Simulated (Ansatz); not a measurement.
SnS2: levels along high-symmetry lines

```yaml
crystal:
  lattice:
    - [3.70237, 0.00000, 0.00000]
    - [-1.85119, 3.20635, 0.00000]
    - [0.00000, 0.00000, 6.92521]
  atoms:
    - { symbol: Sn, position: [0.00000, 0.00000, 0.00000] }
    - { symbol: S, position: [0.33333, 0.66667, 0.21348] }
    - { symbol: S, position: [0.66667, 0.33333, 0.78652] }
```

Atoms are numbered in the order listed.

Conventional cell: a = 3.702 Å, b = 3.702 Å, c = 6.925 Å, α = 90.00°, β = 90.00°, γ = 120.00°. Sn (atom 1) is surrounded by 6 S at 2.60 Å. S (atom 2) has 3 Sn at 2.60 Å as nearest neighbours.

The structure comes from a relaxation in the same program, started in the CdI2 type, and has space group P-3m1. Whether it is a known phase or the ground state wasn't checked.

No spin–orbit coupling, which matters for the heavy atoms here.

These are results of Ansatz 0.2.0, DFT, PBE, all-electron LAPW, scalar-relativistic, not measurements.

Numerical set-up: a Γ-centred 12×12×7 k mesh, Fermi–Dirac smearing of 0.05 eV, basis error target 1 meV/atom, no spin polarisation.

Points in fractions of the reciprocal vectors of this cell: Γ (0, 0, 0), M (0.5, 0, 0), K (0.333, 0.333, 0), A (0, 0, 0.5), L (0.5, 0, 0.5), H (0.333, 0.333, 0.5). The path joins them by straight lines in the order Γ–M–K–Γ–A–L–H–A–L; legs that retrace an earlier one aren't tabulated. Energies are in eV from the top of the valence band.

List the levels at L between -14 and 5 eV.

-11.50, -10.98, -6.61, -4.20, -2.17, -1.82, -0.44, -0.27, 1.53, 4.84.

List the levels at M between -14 and 5 eV.

-11.51, -10.97, -6.59, -4.13, -2.19, -2.03, -0.48, -0.22, 1.61, 4.70.

List the levels at A between -14 and 5 eV.

-13.24, -11.59, -4.70, -1.07, -0.49 (×2), -0.11 (×2), 2.62, 3.78.

What is the band gap?

1.53 eV, indirect from the line Γ–M (0.5, 0, 0) to L (0.5, 0, 0.5).

Kohn–Sham gaps of semilocal functionals usually fall short of measured ones.
